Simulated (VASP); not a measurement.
# CdSe (F-43m) in VASP: a series of runs

The runs below take CdSe through single point, relaxation of cell and atoms, with PBE, PBEsol.

All numbers are computed with VASP 6.6.1; they aren't measurements. Logs are shortened: lines on timing, memory, paths and dates and some standing lists are left out, and cuts for length are marked.

## 1. Starting point

It takes space group F-43m (No. 216, cubic). The conventional cell has a = 6.077 Å, b = 6.077 Å, c = 6.077 Å, α = 90.00°, β = 90.00°, γ = 90.00°. Cd (site symmetry -43m) is surrounded by 4 Se at 2.63 Å. Around Se (site symmetry -43m) lie 4 Cd at 2.63 Å.

The cell was built by a generator and needn't be a form met in nature.

## 2. Single point, PBE

The input, INCAR:

```
SYSTEM = CdSe
PREC = Accurate
ENCUT = 520
EDIFF = 1E-6
ISMEAR = 0
SIGMA = 0.01
LREAL = .False.
LASPH = .True.
NELM = 60
ALGO = Normal
ISIF = 2
LWAVE = .False.
LCHARG = .False.
GGA = PE
NBANDS = 16
```

The input, KPOINTS:

```
regular mesh
0
Gamma
  8 8 8
  0 0 0
```

The input, POSCAR:

```
CdSe
1.0
    0.0000000000      3.0385000000      3.0385000000
    3.0385000000      0.0000000000      3.0385000000
    3.0385000000      3.0385000000      0.0000000000
Cd Se
1 1
Direct
    0.0000000000      0.0000000000      0.0000000000
    0.2500000000      0.2500000000      0.2500000000
```

Potentials or basis: VASP PAW PBE potentials, release 64 (Cd, Se).

On the command line:

```
$ cat potpaw_PBE.64/Cd/POTCAR potpaw_PBE.64/Se/POTCAR > POTCAR
$ mpirun -np 1 vasp_std > vasp.out
```

OUTCAR:

```text
SYSTEM = CdSe
   PREC = Accurate
   ENCUT = 520
   EDIFF = 1E-6
   ISMEAR = 0
   LREAL = .False.
   LASPH = .True.
   NELM = 60
   ISIF = 2
   GGA = PE

 ion  position               nearest neighbor table
   1  0.000  0.000  0.000-   2 2.63   2 2.63   2 2.63   2 2.63
   2  0.250  0.250  0.250-   1 2.63   1 2.63   1 2.63   1 2.63

  LATTYP: Found a face centered cubic cell.
 ALAT       =     6.0770000000

  Lattice vectors:

 A1 = (   0.0000000000,   3.0385000000,   3.0385000000)
 A2 = (   3.0385000000,   0.0000000000,   3.0385000000)
 A3 = (   3.0385000000,   3.0385000000,   0.0000000000)

Analysis of symmetry for initial positions (statically):
=====================================================================
 Subroutine PRICEL returns:
 Original cell was already a primitive cell.

 Routine SETGRP: Setting up the symmetry group for a
 face centered cubic supercell.

 Subroutine GETGRP returns: Found 24 space group operations
 (whereof 24 operations were pure point group operations)
 out of a pool of 48 trial point group operations.

The static configuration has the point symmetry T_d .

Analysis of symmetry for dynamics (positions and initial velocities):
=====================================================================
 Subroutine PRICEL returns:
 Original cell was already a primitive cell.

 Routine SETGRP: Setting up the symmetry group for a
 face centered cubic supercell.

 Subroutine GETGRP returns: Found 24 space group operations
 (whereof 24 operations were pure point group operations)
 out of a pool of 48 trial point group operations.

The dynamic configuration has the point symmetry T_d .

 Subroutine INISYM returns: Found 24 space group operations
 (whereof 24 operations are pure point group operations),
 and found     1 'primitive' translations

----------------------------------------------------------------------------------------

                                     Primitive cell

  volume of cell :      56.1058

  direct lattice vectors                    reciprocal lattice vectors
     0.000000000  3.038500000  3.038500000    -0.164554879  0.164554879  0.164554879
     3.038500000  0.000000000  3.038500000     0.164554879 -0.164554879  0.164554879
     3.038500000  3.038500000  0.000000000     0.164554879  0.164554879 -0.164554879

  length of vectors
     4.297087909  4.297087909  4.297087909     0.285017411  0.285017411  0.285017411

  position of ions in fractional coordinates (direct lattice)
     0.000000000  0.000000000  0.000000000
     0.250000000  0.250000000  0.250000000

  ion indices of the primitive-cell ions
   primitive index   ion index
                 1           1
                 2           2

----------------------------------------------------------------------------------------

 KPOINTS: regular mesh

Automatic generation of k-mesh.
 Grid dimensions read from file:
 generate k-points for:    8    8    8

 Generating k-lattice:

  Cartesian coordinates                     Fractional coordinates (reciprocal lattice)
    -0.020569360  0.020569360  0.020569360     0.125000000  0.000000000  0.000000000
     0.020569360 -0.020569360  0.020569360     0.000000000  0.125000000  0.000000000
     0.020569360  0.020569360 -0.020569360     0.000000000  0.000000000  0.125000000

  Length of vectors
     0.035627176  0.035627176  0.035627176

  Shift w.r.t. Gamma in fractional coordinates (k-lattice)
     0.000000000  0.000000000  0.000000000

 Subroutine IBZKPT returns following result:
 ===========================================

 Found     29 irreducible k-points:

 Following reciprocal coordinates:
            Coordinates               Weight
  0.000000  0.000000  0.000000      1.000000
  0.125000  0.000000  0.000000      8.000000
  0.250000  0.000000  0.000000      8.000000
  0.375000  0.000000  0.000000      8.000000
  0.500000  0.000000  0.000000      4.000000
  0.125000  0.125000  0.000000      6.000000
[... 16 lines left out ...]
  0.500000  0.250000  0.125000     48.000000
 -0.375000  0.250000  0.125000     24.000000
 [... further k-points ...]
   k-points           NKPTS =     29   k-points in BZ     NKDIM =     29   number of bands    NBANDS=     16
   number of dos      NEDOS =    301   number of ions     NIONS =      2
   total plane-waves  NPLWV =  32768
   dimension x,y,z NGX =    32 NGY =   32 NGZ =   32
   dimension x,y,z NGXF=    64 NGYF=   64 NGZF=   64
   ions per type =               1   1
   NGX,Y,Z   is equivalent  to a cutoff of  12.38, 12.38, 12.38 a.u.
   NGXF,Y,Z  is equivalent  to a cutoff of  24.76, 24.76, 24.76 a.u.
 SYSTEM =  CdSe
   PREC   = accura    normal or accurate (medium, high low for compatibility)
   ISTART =      0    job   : 0-new  1-cont  2-samecut
   ICHARG =      2    charge: 1-file 2-atom 10-const
   ISPIN  =      1    spin polarized calculation?
   LNONCOLLINEAR =      F non collinear calculations
   LSORBIT =      F    spin-orbit coupling
   LASPH  =      T    aspherical Exc in radial PAW
   ENCUT  =  520.0 eV  38.22 Ry    6.18 a.u.   7.99  7.99  7.99*2*pi/ulx,y,z
   NELM   =     60;   NELMIN=  2; NELMDL= -5     # of ELM steps
   EDIFF  = 0.1E-05   stopping-criterion for ELM
   LREAL  =      F    real-space projection
   EDIFFG = 0.1E-04   stopping-criterion for IOM
   NSW    =      0    number of steps for IOM
   IBRION =     -1    ionic relax: 0-MD 1-quasi-New 2-CG
   NFREE  =      0    steps in history (QN), initial steepest desc. (CG)
   ISIF   =      2    stress and relaxation
   ISYM   =      2    0-nonsym 1-usesym 2-fastsym
   POTIM  = 0.5000    time-step for ionic-motion
   TEBEG  =    0.0;   TEEND  =   0.0 temperature during run
   PSTRESS=    0.0 pullay stress
   NELECT =      18.0000    total number of electrons
   NUPDOWN=      -1.0000    fix difference up-down
   EMIN   =  10.00;   EMAX   =-10.00  energy-range for DOS
   EFERMI =   0.00;   METHOD = LEGACY
   ISMEAR =     0;   SIGMA  =   0.01  broadening in eV -4-tet -1-fermi 0-gaus
   EFERMI_NEDOS =   21; number of points for ismear=-14 and -15
   IALGO  =     38    algorithm
   IMIX   =      4    mixing-type and parameters
     AMIX     =   0.40;   BMIX     =  1.00
     AMIX_MAG =   1.60;   BMIX_MAG =  1.00
  volume/ion in A,a.u.               =      28.05       189.31
  Fermi-wavevector in a.u.,A,eV,Ry     =   1.120718  2.117850 17.089044  1.256009
  Thomas-Fermi vector in A             =   2.257367
   LORBIT       =      0    0 simple, 1 ext, 2 COOP (PROOUT), +10 PAW based schemes
   GGA     = PE    functional components
   LHFCALC =     F    Hartree Fock is set to
   AEXX    =    0.0000 exact exchange contribution
   IVDW    =     0    specifies the selected vdW correction
   LEPSILON=     F    determine dielectric tensor
   LRPA    =     F    only Hartree local field effects (RPA)
 non-spin polarized calculation
 Gauss-broadening in eV      SIGMA  =   0.01
  energy-cutoff  :      520.00
  volume of cell :       56.11
 maximum number of plane-waves:      1540
   NGX = 15   NGY = 15   NGZ = 15

 number of electron      18.0000001 magnetization

 Free energy of the ion-electron system (eV)
  ---------------------------------------------------
  ext. energy  EPLUGINS =         0.00000000
  ---------------------------------------------------
  free energy    TOTEN  =        -5.46363480 eV

  energy without entropy =       -5.46363480  energy(sigma->0) =       -5.46363480

 E-fermi :   1.0157     XC(G=0):  -8.8980

 val. band max:        0.9632018594   @ k =   0.0000   0.0000   0.0000
 cond. band min:       1.5775660190   @ k =   0.0000   0.0000   0.0000
 fundamental gap:      0.6143641596
 Fermi energy:         1.0156659404

 k-point     1 :       0.0000    0.0000    0.0000
  band No.  band energies     occupation
      1     -11.6455      2.00000
      2      -6.9807      2.00000
      3      -6.9807      2.00000
      4      -6.9807      2.00000
      5      -6.6033      2.00000
      6      -6.6033      2.00000
[... 8 lines left out ...]
     15      12.0696      0.00000
     16      12.0696      0.00000

 k-point     2 :       0.1250    0.0000    0.0000
  band No.  band energies     occupation
      1     -11.5915      2.00000
      2      -6.9634      2.00000
      3      -6.9634      2.00000
      4      -6.9326      2.00000
      5      -6.6042      2.00000
      6      -6.6042      2.00000
[... 8 lines left out ...]
     15      11.2966      0.00000
     16      11.4764      0.00000

 k-point     3 :       0.2500    0.0000    0.0000
  band No.  band energies     occupation
      1     -11.4596      2.00000
      2      -6.9255      2.00000
      3      -6.9255      2.00000
      4      -6.7686      2.00000
      5      -6.6012      2.00000
      6      -6.6012      2.00000
[... 8 lines left out ...]
     15      11.0518      0.00000
     16      11.1033      0.00000

 k-point     4 :       0.3750    0.0000    0.0000
  band No.  band energies     occupation
      1     -11.3261      2.00000
      2      -6.8955      2.00000
      3      -6.8955      2.00000
      4      -6.5883      2.00000
      5      -6.5883      2.00000
      6      -6.4895      2.00000
[... 8 lines left out ...]
     15      11.9379      0.00000
     16      11.9379      0.00000
[... 324 lines left out ...]
 k-point    22 :       0.3750    0.2500    0.1250
  band No.  band energies     occupation
      1     -11.3620      2.00000
      2      -6.8839      2.00000
      3      -6.8641      2.00000
      4      -6.7160      2.00000
      5      -6.5948      2.00000
      6      -6.5568      2.00000
[... 8 lines left out ...]
     15      12.5137      0.00000
     16      13.7184      0.00000

 k-point    23 :       0.5000    0.2500    0.1250
  band No.  band energies     occupation
      1     -11.2560      2.00000
      2      -6.8549      2.00000
      3      -6.8371      2.00000
      4      -6.6496      2.00000
      5      -6.5811      2.00000
      6      -6.3644      2.00000
[... 8 lines left out ...]
     15      12.8768      0.00000
     16      13.6010      0.00000

 k-point    24 :      -0.3750    0.2500    0.1250
  band No.  band energies     occupation
      1     -11.2123      2.00000
      2      -6.8497      2.00000
      3      -6.8247      2.00000
      4      -6.6231      2.00000
      5      -6.5869      2.00000
      6      -6.2185      2.00000
[... 8 lines left out ...]
     15      12.6531      0.00000
     16      13.6146      0.00000

 [... further k-points ...]

------------------------ aborting loop because EDIFF is reached ----------------------------------------

  FORCE on cell =-STRESS in cart. coord.  units (eV):
  Direction    XX          YY          ZZ          XY          YZ          ZX
  --------------------------------------------------------------------------------------
  -------------------------------------------------------------------------------------
  Total        1.1629362      1.1629362      1.1629362      0.0000000      0.0000000      0.0000000
  in kB       33.2092270     33.2092270     33.2092270      0.0000000      0.0000000      0.0000000
  external PRESSURE =      33.2092270 kB  Pullay stress =       0.0000000 kB

 VOLUME and BASIS-vectors are now :
 -----------------------------------------------------------------------------
  energy-cutoff  :      520.00
  volume of cell :       56.11
      direct lattice vectors                 reciprocal lattice vectors
     0.000000000  3.038500000  3.038500000    -0.164554879  0.164554879  0.164554879
     3.038500000  0.000000000  3.038500000     0.164554879 -0.164554879  0.164554879
     3.038500000  3.038500000  0.000000000     0.164554879  0.164554879 -0.164554879

 POSITION                                       TOTAL-FORCE (eV/Angst)
 -----------------------------------------------------------------------------------
      0.00000      0.00000      0.00000        -0.000000     -0.000000     -0.000000
      1.51925      1.51925      1.51925         0.000000      0.000000      0.000000
 -----------------------------------------------------------------------------------
    total drift:                               -0.000000     -0.000000     -0.000000

  FREE ENERGIE OF THE ION-ELECTRON SYSTEM (eV)
  ---------------------------------------------------
  free  energy   TOTEN  =        -5.4636348046 eV

  energy  without entropy=       -5.4636348046  energy(sigma->0) =       -5.46363480
```

Wall time 29 s (1 thread of Intel Xeon Platinum 8375C at 2.90GHz (Ice Lake), shared host); peak memory 0.18 GiB.

What came out:

```yaml
Free_energy: -5.4636 eV
Pressure: 3.3 GPa
Band_gap_on_the_k_mesh: 0.61 eV, direct
```

Levels at points of the mesh, in eV from the valence-band top:
```
           k point  band 6  band 7  band 8  band 9  band 10  band 11  band 12  band 13
(0.00, 0.00, 0.00)   -7.57    0.00    0.00    0.00     0.61     5.94     5.94     5.94
(0.50, 0.00, 0.00)   -7.27   -4.40   -0.75   -0.75     2.40     6.44     6.44     7.43
(0.50, 0.50, 0.00)   -7.20   -4.09   -1.86   -1.86     3.13     3.76     9.13    10.23
```

## 3. Single point, PBEsol

This run uses another cell than the first one, of 28.14 Å³/atom, 1.003 times its volume.

The input, INCAR:

```
PREC = Accurate
ENCUT = 520
EDIFF = 1E-6
ISMEAR = 0
SIGMA = 0.01
LREAL = F
LASPH = T
NELM = 60
ALGO = Fast
ISIF = 2
LWAVE = F
LCHARG = F
GGA = PS
NBANDS = 16
```

The input, KPOINTS:

```
regular mesh
0
Gamma
  8 8 8
```

The input, POSCAR:

```
CdSe
1.0
    0.0000000000      3.0414679884      3.0414679884
    3.0414679884      0.0000000000      3.0414679884
    3.0414679884      3.0414679884      0.0000000000
Cd Se
1 1
Direct
    0.0000000000      0.0000000000      0.0000000000
    0.2500000000      0.2500000000      0.2500000000
```

Potentials or basis: VASP PAW PBE potentials, release 64 (Cd, Se).

On the command line:

```
$ cat potpaw_PBE.64/Cd/POTCAR potpaw_PBE.64/Se/POTCAR > POTCAR
$ mpirun -np 1 vasp_std > vasp.out
```

It took 30 s on 1 thread of Intel Xeon Platinum 8375C at 2.90GHz (Ice Lake), shared host; peak memory 0.18 GiB.

It converged, with:

| Item | Value |
| --- | --- |
| Free energy | -6.1771 eV |
| Pressure | 0.3 GPa |
| Band gap on the k mesh | 0.48 eV, direct |

Levels at points of the mesh, in eV from the valence-band top:
| k point | band 7 | band 8 | band 9 | band 10 | band 11 | band 12 |
| --- | --- | --- | --- | --- | --- | --- |
| (0.00, 0.00, 0.00) | 0.00 | 0.00 | 0.00 | 0.48 | 5.85 | 5.85 |
| (0.50, 0.00, 0.00) | -4.45 | -0.76 | -0.76 | 2.29 | 6.36 | 6.36 |
| (0.50, 0.50, 0.00) | -4.13 | -1.88 | -1.88 | 3.00 | 3.67 | 8.98 |

Caveat: the PAW data sets were made with another functional, which shifts forces and pressure a little.

## 4. Relaxation of cell and atoms, PBEsol

The input, INCAR:

```
  ALGO = Normal
  EDIFF = 1E-6
  EDIFFG = -0.005
  ENCUT = 600
  GGA = PS
  IBRION = 2
  ISIF = 3
  ISMEAR = 0
  LASPH = T
  LCHARG = F
  LREAL = F
  LWAVE = F
  NELM = 80
  NSW = 100
  PREC = Accurate
  SIGMA = 0.01
```

The input, KPOINTS:

```
k-points
0
Gamma
  8 8 8
```

The input, POSCAR:

```
CdSe
1.0
    0.0000000000      3.0385000000      3.0385000000
    3.0385000000      0.0000000000      3.0385000000
    3.0385000000      3.0385000000      0.0000000000
Cd Se
1 1
Direct
    0.0000000000      0.0000000000      0.0000000000
    0.2500000000      0.2500000000      0.2500000000
```

On the command line:

```
$ cat potpaw_PBE.64/Cd/POTCAR potpaw_PBE.64/Se/POTCAR > POTCAR
$ mpirun -np 1 vasp_std > vasp.out
```

Run time: 93 s. Hardware: 1 thread of Intel Xeon Platinum 8375C at 2.90GHz (Ice Lake), shared host; peak memory 0.22 GiB.

The run converged. Its results:

```
Free energy                            : -6.1772 eV
Relaxed volume                         : 28.28 Å³/atom
Relaxed cell                           : a = 4.309 Å, b = 4.309 Å, c = 4.309 Å, α = 60.00°, β = 60.00°, γ = 60.00°
Space group after relaxing (to 0.05 Å) : F-43m (No. 216)
Energy gained by relaxing              : 0.3 meV/atom
Ionic steps                            : 4
Pressure after relaxing                : 0.0 GPa
Band gap on the k mesh                 : 0.47 eV, direct
```

The path:
```tsv
step	energy change (eV)	largest force (eV/Å)	pressure (GPa)	volume (Å³)
1	0.0000	0.0000	0.42	56.11
2	-0.0005	0.0000	-0.16	56.70
3	-0.0006	0.0000	0.03	56.54
4	-0.0006	0.0000	-0.01	56.57
```

Final structure:
```xyz
2
Lattice="0.0000 3.0468 3.0468 3.0468 0.0000 3.0468 3.0468 3.0468 0.0000" Properties=species:S:1:pos:R:3 pbc="T T T"
Cd    0.0000    3.0468    3.0468
Se    1.5234    1.5234    1.5234
```

Levels at points of the mesh, in eV from the valence-band top:
```tsv
k point	band 5	band 6	band 7	band 8	band 9	band 10	band 11	band 12	band 13
(0.00, 0.00, 0.00)	-7.52	-7.52	0.00	0.00	0.00	0.47	5.85	5.85	5.85
(0.50, 0.00, 0.00)	-7.50	-7.23	-4.42	-0.75	-0.75	2.28	6.36	6.36	7.27
(0.50, 0.50, 0.00)	-7.46	-7.17	-4.10	-1.86	-1.86	3.01	3.67	8.95	10.09
```

Caveat: the PAW data sets were made with another functional, which shifts forces and pressure a little.

## 5. Overview

| task | level | cell | cutoff (eV) | gap on the mesh (eV) | pressure (GPa) |
| --- | --- | --- | --- | --- | --- |
| single point | PBE | F-43m, 28.05 Å³/atom | 520 | 0.61 | 3.3 |
| single point | PBEsol | F-43m, 28.14 Å³/atom | 520 | 0.48 | 0.3 |
| relaxation of cell and atoms | PBEsol | relaxed | 600 | 0.47 | 0.0 |

Alike in all rows: potentials or basis VASP PAW PBE potentials, release 64 (Cd, Se); no spin polarisation; k mesh 8 × 8 × 8; smearing gaussian 0.01 eV.

Caveats: the PAW data sets were made with another functional, which shifts forces and pressure a little (some runs).

Absolute energies hang on the potentials; compare differences alone.
